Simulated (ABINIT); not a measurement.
Input of an ABINIT 10.8.3 (patched build) run:

The input run.abi:

```
pp_dirpath "./"
pseudos "Sn.upf, Se.upf"

acell 3.811 3.811 6.136 Angstrom
rprim
     1.0000000000     0.0000000000     0.0000000000
    -0.5000000000     0.8660254038     0.0000000000
     0.0000000000     0.0000000000     1.0000000000
ntypat 2
znucl 50 34
natom 3
typat 1 2 2
xcart
     0.0000000000     0.0000000000     0.0000000000
     1.9055000002     1.1001409378     4.6081360000
    -0.0000000002     2.2002818760     1.5278640000 Angstrom

ecut 1088.455450 eV

kptopt 1
ngkpt 6 6 4
nshiftk 1
shiftk 0.0 0.0 0.0

ixc 7

nband 28
occopt 3
tsmear 0.00183747

nstep 100
tolvrs 1.0e-10

iomode 3
prtwf 0
prtden 0
prteig 0
prtebands 0
prtvol 2
```

Potentials or basis: PseudoDojo NC SR LDA v0.4.1 standard.

Command:

```bash
$ mpirun --bind-to none -np 4 abinit run.abi > log 2>&1
```

What does it give for the pressure?

0.8 GPa.

What does it give for the band gap on the k mesh?

0.66 eV, indirect (least direct gap 0.84 eV).

Predict the largest force.

0.486 eV/Å.

Forces on the atoms (eV/Å):
```
Sn   0.000  0.000  0.000
Se   0.000  0.000 -0.486
Se   0.000  0.000  0.486
```

Caveat: spin-orbit coupling is left out, which moves the levels of the heavy elements. A k mesh can miss the band edges.
